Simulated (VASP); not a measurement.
Set up this calculation in VASP 6.6.1, as the native input.

```yaml
Task: single point
Functional: PBE
Dispersion: D3(BJ)
Potentials_or_basis: VASP PAW PBE potentials, release 64 (Sn_d, O)
Cutoff: 520 eV
k_mesh: 12 × 12 × 4
Occupations: gaussian, width 0.05 eV
Spin: no spin polarisation
Dipole_correction: no
Further_INCAR_settings: ALGO = Fast; EDIFF = 1e-07; NBANDS = 35
```

The structure of SnO2 lies in POSCAR:

```
SnO2
1.0
    3.2077573811      0.0000000000      0.0000000000
   -1.6038786905      2.7779993812      0.0000000000
    0.0000000000      0.0000000000      9.5267186462
Sn O
2 4
Direct
    0.0000000000      0.0000000000      0.5000000000
    0.0000000000      0.0000000000      0.0000000000
    0.6666666667      0.3333333333      0.4017901367
    0.6666666667      0.3333333333      0.0982098633
    0.3333333333      0.6666666667      0.5982098633
    0.3333333333      0.6666666667      0.9017901367
```

Measurements of this composition are mostly on another form, of space group No. 136.

The cell isn't the ideal one: volume 14.149 Å^3 an atom, c/a of the conventional cell 2.9699.

One way to write it, as run:

INCAR

```
SYSTEM = SnO2
PREC = Accurate
ENCUT = 520
EDIFF = 1E-7
ISMEAR = 0
SIGMA = 0.05
LREAL = .FALSE.
LASPH = .TRUE.
NELM = 100
ALGO = Fast
ISIF = 2
LWAVE = .FALSE.
LCHARG = .FALSE.
GGA = PE
IVDW = 12
NBANDS = 35
```

KPOINTS

```
regular mesh
0
G
  12 12 4
  0 0 0
```

Potentials or basis: VASP PAW PBE potentials, release 64 (Sn_d, O).

Launch:

```sh
$ cat potpaw_PBE.64/Sn_d/POTCAR potpaw_PBE.64/O/POTCAR > POTCAR
$ mpirun -np 1 vasp_std > vasp.out
```

It gave:

```json
{"Pressure": "8.8 GPa", "Largest force": "1.093 eV/Å", "Band gap on the k mesh": "1.91 eV, indirect (least direct gap 2.43 eV)", "Dispersion energy per atom": "-0.181 eV"}
```

Caveat: spin-orbit coupling is left out, which moves the levels of the heavy elements; forces of over 1 eV/Å show positions far from the minimum, so gaps and moduli don't describe the material at rest.

It took 3.8 min on 1 thread of Intel(R) Xeon(R) Platinum 8259CL CPU @ 2.50GHz (Skylake/Cascade Lake), on a shared host, peak memory 0.29 GiB.
